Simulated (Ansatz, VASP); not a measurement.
# Si16C15 (V_C): VASP beside Ansatz, part 2 of 2

Aim: how closely do two programs agree when they are given the same cell, functional and k mesh? The cell is taken from a series of runs on this material, whose earlier steps may have relaxed, scaled, displaced or heated it; both programs get it as it stands.

VASP 6.6.1 and Ansatz 0.2.0.

So far: The starting structure; Ansatz: single point, r2SCAN.

## Step 3: VASP: single point, r2SCAN

Level of this step: r2SCAN, spin-polarised from a ferromagnetic start; plane waves and PAW (Si, C) (VASP).

The same cell, functional, mesh and smearing now go to VASP, with its own data sets.

Lines of VASP's logs that name or quote its potential files are left out, and so is its time.

Input file INCAR:

```
SYSTEM = Si16C15
PREC = Accurate
ENCUT = 580
EDIFF = 1E-06
NELM = 200
ISMEAR = -1
SIGMA = 0.01
LREAL = Auto
ALGO = Normal
METAGGA = R2SCAN
LASPH = .TRUE.
NELECT = 123
NBANDS = 84
ISPIN = 2
MAGMOM = 0 0 0 0 0 0.03 0 0 0.04 0.03 0 0 0 0 0.04 0 -0 0.01 -0 0.01 0.02 0.02 0.02 0.02 -0 -0 -0 0.02 0.02 0.02 0.02
LORBIT = 11
LWAVE = .FALSE.
LCHARG = .FALSE.
ISIF = 2
ISYM = 0
NUPDOWN = 1
GGA_COMPAT = .FALSE.
LMIXTAU = .TRUE.
KPAR = 4
```

Input file POSCAR:

```
Si16C15
1.0
   -4.3565924855      4.3565924855     -4.3565924855
    4.3565924855      4.3565924855      4.3565924855
    4.3565924855     -4.3565924855     -4.3565924855
Si C
16 15
Direct
    0.0033939202      0.0037222406      0.0028324964
    0.9970617274      0.2500606980      0.7501709312
    0.9970751985      0.5005640066      0.4996988052
    0.0033913359      0.7531839363      0.2533294929
    0.2497675011      0.0015079467      0.7480203288
    0.2529770794      0.2641501525      0.5137749833
    0.2497443342      0.4983778141      0.2511320856
    0.2458310422      0.7475335177      0.9971846236
    0.5001862849      0.9908663665      0.4873406388
    0.5002145204      0.2377851055      0.2404240900
    0.5002734907      0.5001270059      0.0041361548
    0.5002558991      0.7545246159      0.7497490284
    0.7545856451      0.0019393644      0.2515837670
    0.7507025336      0.2520103198      0.9984627654
    0.7472347629      0.5112980567      0.7608977441
    0.7507182735      0.7488597544      0.5016630409
    0.0117698209      0.0066002466      0.2562289079
    0.0002491334      0.2510473962      0.0006593395
    0.9887715438      0.4951090354      0.7447402047
    0.0002730372      0.7510403541      0.5006900491
    0.2471778514      0.9962912513      0.9954933853
    0.2498679632      0.2527112141      0.7553564138
    0.2498595571      0.5057351919      0.5023410235
    0.2471621099      0.7457816066      0.2458932130
    0.5002372125      0.0069849289      0.7450823779
    0.5002515969      0.4954434956      0.2566446938
    0.5002430593      0.7510380985      0.0006696489
    0.7532989185      0.9989137155      0.4989877430
    0.7532917969      0.2493464454      0.2485910806
    0.7507307177      0.5032092909      0.0059170237
    0.7507364368      0.7563156361      0.7528598113
```

Input file KPOINTS:

```
Points of the shifted mesh
8
Reciprocal
 0.2500000000  0.2500000000  0.2500000000 1
 0.2500000000  0.2500000000  0.7500000000 1
 0.2500000000  0.7500000000  0.2500000000 1
 0.2500000000  0.7500000000  0.7500000000 1
 0.7500000000  0.2500000000  0.2500000000 1
 0.7500000000  0.2500000000  0.7500000000 1
 0.7500000000  0.7500000000  0.2500000000 1
 0.7500000000  0.7500000000  0.7500000000 1
```

The projector-augmented-wave data sets are Si and C (PBE family, release 64).

Launch:

```console
$ mpirun -np 4 vasp_std
```

Numbers of over 12 decimals in the logs are rounded to 6 here.

Log:

```text
[banner, memory and clock lines left out]
running    4 mpi-ranks, on    1 nodes
[...]
|                                                                             |
|               ----> ADVICE to this user running VASP <----                  |
|                                                                             |
|     You enforced a specific xc type in the INCAR file but a different       |
|     [... a line on the potential file left out ...]
|     I HOPE YOU KNOW WHAT YOU ARE DOING!                                     |
|                                                                             |

 LDA part: xc-table for (None), standard interpolation
 POSCAR, INCAR and KPOINTS ok, starting setup
[...]
entering main loop
       N       E                     dE             d eps       ncg     rms          rms(c)
DAV:   1     0.327617780656E+03    0.32762E+03   -0.61400E+04  2688   0.148E+03
DAV:   2    -0.304719305673E+03   -0.63234E+03   -0.59960E+03  3304   0.247E+02
[...]
DAV:   5    -0.349718884789E+03   -0.22625E-01   -0.22586E-01  3328   0.148E+00BRMIX: very serious problems
 the old and the new charge density differ
 old charge density:   124.00000 new  123.00000
BRMIX: very serious problems
 the old and the new charge density differ
 old charge density:   124.00000 new  123.00000
BRMIX: very serious problems
 the old and the new charge density differ
 old charge density:   124.00000 new  123.00000
BRMIX: very serious problems
 the old and the new charge density differ
 old charge density:   124.00000 new  123.00000
    0.357E+01
DAV:   6    -0.311309973964E+03    0.38409E+02   -0.84655E+01  3064   0.239E+01    0.202E+01
DAV:   7    -0.299140316863E+03    0.12170E+02   -0.66661E+00  3168   0.837E+00    0.817E+00
DAV:   8    -0.302625887140E+03   -0.34856E+01   -0.83466E+00  3192   0.917E+00    0.474E+00
DAV:   9    -0.302479319367E+03    0.14657E+00   -0.18555E+00  2964   0.543E+00    0.148E+00
[...]
DAV:  17    -0.303840718178E+03   -0.15673E-04   -0.13784E-05  3040   0.176E-02    0.108E-02
DAV:  18    -0.303840725361E+03   -0.71826E-05   -0.32057E-06  2672   0.831E-03    0.447E-03
DAV:  19    -0.303840725546E+03   -0.18550E-06   -0.89689E-07  1784   0.356E-03
   1 F= -.30384073E+03 E0= -.30384073E+03  d E =-.438984E-10  mag=     1.0000
```

Parts of OUTCAR (step 3):

```text
  Total       -6.5419156    -16.6815899    -16.6857794      0.0493624     -0.0236820     -0.0256014
  in kB      -31.6894508    -80.8066711    -80.8269654      0.2391147     -0.1147169     -0.1240149
  external PRESSURE =     -64.4410291 kB  Pullay stress =       0.0000000 kB

 POSITION                                       TOTAL-FORCE (eV/Angst)
 -----------------------------------------------------------------------------------
      0.01377      0.01866     -0.01091         0.040558      0.060791      0.062652
      0.01381      2.16502     -6.52257         0.033984     -0.055501     -0.069985
      0.01389      4.34762     -4.34008         0.035468      0.067382      0.054208
      4.37019      2.19244      2.16289         0.039610     -0.061058     -0.062872
      2.17725     -2.16412     -4.34039        -0.039192     -0.061564      0.061463
      2.28698      0.01460     -2.18963         0.016194      0.031782     -0.030944
      2.17727      2.16518     -0.01089        -0.041898     -0.060892      0.058894
      6.53004     -0.01664     -2.15861        -0.102689      0.035501     -0.034613
      4.26084      4.37276      0.01455        -0.014220      0.018208      0.014928
     -0.09587      2.16773     -2.19073        -0.013276     -0.023764     -0.022266
      0.01738      4.34032     -0.01866         0.105393      0.029550      0.032091
      4.37410      2.20022     -2.15861         0.100446     -0.034656     -0.033830
     -2.18293      2.19982     -4.37502        -0.106089     -0.031753      0.029333
      2.17730      0.01852     -6.52249        -0.038187      0.058189     -0.069422
[...]
-----------------------------------------------------------------------------------
    total drift:                                0.018869      0.002017      0.003028

  FREE ENERGIE OF THE ION-ELECTRON SYSTEM (eV)
  ---------------------------------------------------
  free  energy   TOTEN  =      -303.8407255465 eV

  energy  without entropy=     -303.8407255464  energy(sigma->0) =     -303.84072555

 magnetization (x)
# of ion       s       p       d       tot
------------------------------------------
    1        0.001   0.003   0.000   0.004
    2        0.001   0.003   0.000   0.004
    3        0.001   0.003   0.000   0.004
    4        0.001   0.003   0.000   0.004
    5        0.001   0.003   0.000   0.004
    6        0.015   0.049   0.000   0.064
    7        0.001   0.003   0.000   0.004
    8        0.001   0.001   0.000   0.002
    9        0.016   0.049   0.000   0.065
   10        0.015   0.049   0.000   0.064
   11        0.001   0.001   0.000   0.002
   12        0.001   0.001   0.000   0.002
   13        0.001   0.001   0.000   0.002
[...]
--------------------------------------------------
tot          0.107   0.360   0.000   0.467

[... 2 further parts left out ...]
```

The cell is charged against a uniform background. The gap is read on the k-mesh alone, so it is an upper bound where the band edges lie off the mesh. The PAW data sets were made with PBE, which is usual practice but a small mismatch for other functionals.

## Step 4: Differences

Known differences besides the potentials themselves: VASP starts from the moments at which Ansatz ended; VASP keeps PBE cores, Ansatz makes them for the functional; the cutoff is 500 eV in Ansatz and 580 eV in VASP (PREC = Accurate, projectors in real space); site moments are counted in spheres of each program's own size. Total energies have different zeros and are not compared.

Compared:

| quantity | Ansatz | VASP | difference |
| --- | --- | --- | --- |
| total moment, fixed by the input (μB) | 1.00 | 1.00 | 0.00 |
| moment on Si15 (μB) | 0.04 | 0.07 | -0.03 |
| moment on Si9 (μB) | 0.04 | 0.07 | -0.03 |
| moment on Si6 (μB) | 0.04 | 0.06 | -0.03 |
| moment on Si10 (μB) | 0.04 | 0.06 | -0.03 |

Forces on 10 of the 31 atoms, those with the largest forces and the largest differences (eV/Å; atoms numbered as in POSCAR):

| atom | Ansatz x, y, z | VASP x, y, z |
| --- | --- | --- |
| Si6 | 0.004, 0.039, -0.037 | 0.016, 0.032, -0.031 |
| Si8 | -0.108, 0.038, -0.036 | -0.103, 0.036, -0.035 |
| Si10 | -0.004, -0.031, -0.031 | -0.013, -0.024, -0.022 |
| Si11 | 0.111, 0.033, 0.034 | 0.105, 0.030, 0.032 |
| Si12 | 0.109, -0.035, -0.036 | 0.100, -0.035, -0.034 |
| Si13 | -0.112, -0.033, 0.032 | -0.106, -0.032, 0.029 |
| Si15 | 0.006, -0.027, 0.024 | 0.018, -0.021, 0.017 |
| C24 | 0.031, 0.102, -0.004 | 0.030, 0.100, 0.005 |
| C30 | -0.031, 0.006, 0.104 | -0.031, -0.003, 0.102 |
| C31 | -0.032, -0.103, -0.005 | -0.032, -0.101, 0.003 |

The forces differ by 4.8 meV/Å r.m.s., which is 9.9 % of the r.m.s. force of 0.049 eV/Å (both taken over all components). The cell carries a charge of +1 e against a uniform background, so its pressure also hangs on how the neutralising background is counted, and in a defect's cell a gap may be the spacing between its levels.

## Step 5: Results

| Item | Value |
| --- | --- |
| r.m.s. force difference (single point, r2SCAN) | 4.8 meV/Å |

**Reading.** The r.m.s. force difference is 4.8 meV/Å (single point, r2SCAN), within the 12 meV/Å picked in this series as the mark of a large difference. VASP runs on this material, other cells of it included, that failed, so that no pair exists: single point, r2SCAN (timeout). How closely two codes agree says nothing of how well the functional describes the real material.

[Lines on the potential files, build, host, timing and source positions are cut from VASP's logs without a mark.]

[Logs are printed without paths, hosts, clocks, repeated set-up lines and the standing remarks that a program may print on its own settings, such as how far it seeks lower states.]

[Hosts, paths, dates, database ids (printed as entryN), source tags and the programs' standing remarks are cut or masked in the printed files.]
